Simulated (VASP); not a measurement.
Input of a VASP 6.6.1 run:

File INCAR:

```
ALGO = Fast
EDIFF = 1E-6
ENCUT = 520
GGA = RE
ISIF = 2
ISMEAR = -1
LASPH = True
LCHARG = False
LREAL = False
LWAVE = False
NBANDS = 12
NELM = 100
PREC = Accurate
SIGMA = 0.1
```

KPOINTS

```
k-points
0
Gamma
  19 19 19
```

Contents of POSCAR:

```
Cd
1.0
    0.0000000000      2.2885734411      2.2885734411
    2.2885734411      0.0000000000      2.2885734411
    2.2885734411      2.2885734411      0.0000000000
Cd
1
Direct
    0.0000000000      0.0000000000      0.0000000000
```

Potentials or basis: VASP PAW PBE potentials, release 64 (Cd).

Command:

```console
$ cat potpaw_PBE.64/Cd/POTCAR > POTCAR
$ mpirun -np 1 vasp_std > vasp.out
```

What does it give for the pressure?

0.1 GPa.

Predict the band gap on the k mesh.

none (metal or under the smearing width).

Caveat: the PAW data sets were made with another functional, which shifts forces and pressure a little.
